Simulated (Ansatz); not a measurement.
TaN and the effect of the strain (εxx = s, εyy = s)

```
Ta N
1.0
     0.00000    2.21132    2.21132
     2.21132    0.00000    2.21132
     2.21132    2.21132    0.00000
Ta N
1 1
Direct
  0.50000 0.50000 0.50000
  0.00000 0.00000 0.00000
```

The cell comes from a database or a generator and needn't be the stable form of this composition.

Kept alike: task band structure; functional PBE; k mesh 9 × 9 × 9; occupations fermi-dirac, width 0.05 eV; no spin polarisation. Program: Ansatz, Ansatz PAW, cutoff 420 eV. The mesh is that of the run's cell of 2 atoms. No spin-orbit coupling.

```csv
s,free energy over the lowest row (meV/atom)
-0.02,21.66
-0.01,4.34
0,0.00
0.01,7.29
```

The cell shown is the unstrained one; x, y and z are its Cartesian axes; atoms keep their fractions. For a metal such a mesh leaves the last digits unconverged.

**Question.** What does the strain (εxx = s, εyy = s) change here?

**Answer.** The free energy is lowest at 0, and 21.66 meV an atom higher at -0.02.
